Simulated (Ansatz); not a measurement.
## simple cubic against fcc along the 5d metals

Method: Ansatz, DFT, PBEsol, plane waves (420 eV) with PAW, scalar-relativistic. (PAW data from PBE, frozen cores regenerated.)

Each structure is relaxed within its symmetry, in the lowest magnetic state of the tried starts. Differences under about 8 meV lie within the error of the k-point mesh.

| element | E(simple cubic) − E(fcc) (meV/atom) | V(simple cubic) (Å³/atom) | V(fcc) (Å³/atom) | state of simple cubic | state of fcc |
| --- | --- | --- | --- | --- | --- |
| Lu | ? | ? | ? | ? | ? |
| Hf | 1017 | 23.53 | 21.58 | spin not included | spin not included |
| Ta | 902 | 19.85 | 18.21 | spin not included | spin not included |
| W | 994 | 17.77 | 15.99 | spin not included | spin not included |
| Re | 1390 | 16.66 | 14.61 | spin not included | spin not included |
| Os | 1497 | 16.21 | 13.96 | spin not included | spin not included |
| Ir | 1106 | 16.44 | 14.06 | spin not included | non-magnetic |
| Pt | 544 | 17.34 | 15.05 | spin not included | spin not included |
| Au | 274 | 19.56 | 17.00 | spin not included | spin not included |
| Hg | -9 | 25.57 | 23.37 | spin not included | spin not included |

Question: Fill in the row of Lu.

Answer: E(simple cubic) − E(fcc) (meV/atom): 841; V(simple cubic) (Å³/atom): 30.58; V(fcc) (Å³/atom): 27.26; state of simple cubic: spin not included; state of fcc: spin not included.
